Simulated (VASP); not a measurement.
A run of VASP 6.6.1 is set up as follows.

The input INCAR:

```
SYSTEM = SnS2
ALGO     = Normal         ! electronic algorithm
EDIFF    = 1E-6           ! SCF threshold, eV
ENCUT    = 520            ! plane-wave cutoff, eV
GGA      = PE             ! functional
ISIF     = 2              ! what is computed and relaxed
ISMEAR   = 0              ! smearing method
KPAR     = 2            
LASPH    = .True.         ! aspherical terms in the spheres
LCHARG   = .False.        ! write CHGCAR
LREAL    = .False.        ! projectors in reciprocal space
LWAVE    = .False.        ! write WAVECAR
NBANDS   = 20             ! bands
NELM     = 80             ! most SCF steps
PREC     = Accurate       ! precision mode
SIGMA    = 0.03           ! smearing width, eV
```

File KPOINTS:

```
k-points
0
Gamma
  9 9 5
  0 0 0
```

Contents of POSCAR:

```
SnS2                                    
1.0
    3.6670894307      0.0000000000      0.0000000000
   -1.8335447154      3.1757926050      0.0000000000
    0.0000000000     -0.0000000000      5.8110411771
  Sn              S             
     1     2
Direct
     0.0000000000000000    0.0000000000000000    0.0000000000000000
     0.3333333332999970    0.6666666667000030    0.2543524691518261
     0.6666666667000030    0.3333333332999970    0.7456475308481739
```

The input KPOINTS_OPT:

```
explicit points
168
Reciprocal
 0.0000000000  0.0000000000  0.0000000000 1
 0.0555555556  0.0000000000  0.0000000000 1
 0.1111111111  0.0000000000  0.0000000000 1
 0.1666666667  0.0000000000  0.0000000000 1
 0.2222222222  0.0000000000  0.0000000000 1
 0.2777777778  0.0000000000  0.0000000000 1
[... 160 lines left out ...]
 0.5000000000  0.0000000000  0.0326872400 1
 0.5000000000  0.0000000000 -0.0326872400 1
```

Potentials or basis: VASP PAW PBE potentials, release 64 (Sn_d, S).

Command:

```sh
$ cat potpaw_PBE.64/Sn_d/POTCAR potpaw_PBE.64/S/POTCAR > POTCAR
$ mpirun -np 2 vasp_std > vasp.out
```

Task: Predict the band gap along the path.

Result: 1.30 eV, indirect (least direct gap 1.75 eV).

Task: Estimate the pressure.

Result: 2.5 GPa.

Task: Predict the largest force.

Result: 0.008 eV/Å.

Levels at the corners of the path, in eV from the valence-band top:
```
point  band 11  band 12  band 13  band 14  band 15  band 16
    Γ    -0.49    -0.49    -0.01     1.74     3.53     5.32
    M    -2.62    -1.18    -0.36     1.63     4.36     5.81
    M    -2.62    -1.18    -0.36     1.63     4.36     5.81
    K    -3.21    -1.56    -1.56     1.81     6.86     6.86
    K    -3.21    -1.56    -1.56     1.81     6.86     6.86
    Γ    -0.49    -0.49    -0.01     1.74     3.53     5.32
    Γ    -0.49    -0.49    -0.01     1.74     3.53     5.32
    A    -0.83    -0.32    -0.32     2.97     3.60     5.02
    A    -0.83    -0.32    -0.32     2.97     3.60     5.02
    L    -1.84    -0.83    -0.78     1.38     4.59     5.43
    L    -1.84    -0.83    -0.78     1.38     4.59     5.43
    H    -3.65    -0.38    -0.38     2.93     5.22     5.22
    H    -3.65    -0.38    -0.38     2.93     5.22     5.22
    A    -0.83    -0.32    -0.32     2.97     3.60     5.02
    L    -1.84    -0.83    -0.78     1.38     4.59     5.43
    M    -2.62    -1.18    -0.36     1.63     4.36     5.81
    K    -3.21    -1.56    -1.56     1.81     6.86     6.86
    H    -3.65    -0.38    -0.38     2.93     5.22     5.22
```

Caveat: spin-orbit coupling is left out, which moves the levels of the heavy elements; this functional lacks dispersion, which binds the layers, so the pressure and a relaxed spacing across them are unreliable.
